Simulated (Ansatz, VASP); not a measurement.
## Ta: VASP beside Ansatz

Contents of POSCAR:

```
Ta
1.0
    2.6850816500      0.0000000000      0.0000000000
    0.0000000000      2.6850816500      0.0000000000
    0.0000000000      0.0000000000      2.6850816500
Ta
1
Direct
    0.0000000000      0.0000000000      0.0000000000
```

File INCAR.step1:

```
PREC = Accurate ; ENCUT = 600
ISMEAR = 0 ; SIGMA = 0.1
LREAL = False ; LASPH = True
NELM = 100 ; GGA = PE
ALGO = Normal ; EDIFF = 1E-4
LWAVE = True ; LCHARG = False
```

Contents of INCAR.step2:

```
PREC = Accurate ; ENCUT = 600
EDIFF = 1E-7 ; ISMEAR = 0
SIGMA = 0.1 ; LREAL = False
LASPH = True ; NELM = 100
ALGO = Normal ; ISIF = 3
LWAVE = False ; LCHARG = False
METAGGA = R2SCAN ; LMIXTAU = True
IBRION = 2 ; NSW = 90
EDIFFG = -0.04 ; ISTART = 1
```

KPOINTS

```
regular mesh
0
Gamma
  6 6 6
```

Input for Ansatz:

```yaml
crystal:
  lattice:
    - [2.68508165, 0.0, 0.0]
    - [0.0, 2.68508165, 0.0]
    - [0.0, 0.0, 2.68508165]
  atoms:
    - { symbol: Ta, position: [0.0, 0.0, 0.0] }
basis:
  ecutwfc: 500
kpoints:
  mp_grid: { grid: [6, 6, 6] }
hamiltonian:
  xc: r2scan
scf:
  occupations: { method: gaussian, width: 0.1 }
  lower_state_search: "off"
output:
  forces: true
  stress: true
  eigenvalues: true
relax:
  adjacent_minimum: "off"
  f_tol: 0.04
  max_steps: 70
  cell: { stress_tol: 0.4 }
```

Alike in both runs: task relaxation of cell and atoms; functional r2SCAN; k mesh 6 × 6 × 6; occupations gaussian, width 0.1 eV; no spin polarisation.

|  | VASP | Ansatz |
| --- | --- | --- |
| version | VASP 6.6.1 | Ansatz 0.2.0 |
| potentials or method | VASP PAW PBE potentials, release 64 (Ta_pv) | scalar-relativistic, plane waves, PAW |
| plane-wave cutoff (eV) | 600 | 500 |
| valence electrons in the cell | 11 | 13 |

```csv
,VASP,Ansatz,Ansatz less VASP
"gap on the k mesh at the Fermi level, each at its own relaxed structure (eV)",none,none,-
relaxed volume (Å³/atom),20.54,20.49,-0.051
relaxed cell length with the largest relative difference (Å),2.739,2.736,-0.0022
energy change over the relaxation (meV/atom),-36,-33,+3.7
```

A gap of «none» marks a metal or a gap that the smearing closes. The two sets of potentials don't hold the same shells in valence.

Caveats: the k mesh is coarse (spacing up to 0.39 Å⁻¹), so the values aren't converged; the PAW data sets were made with another functional, which shifts forces and pressure a little (VASP). The runs have no spin-orbit coupling, so splittings on Ta are missing.
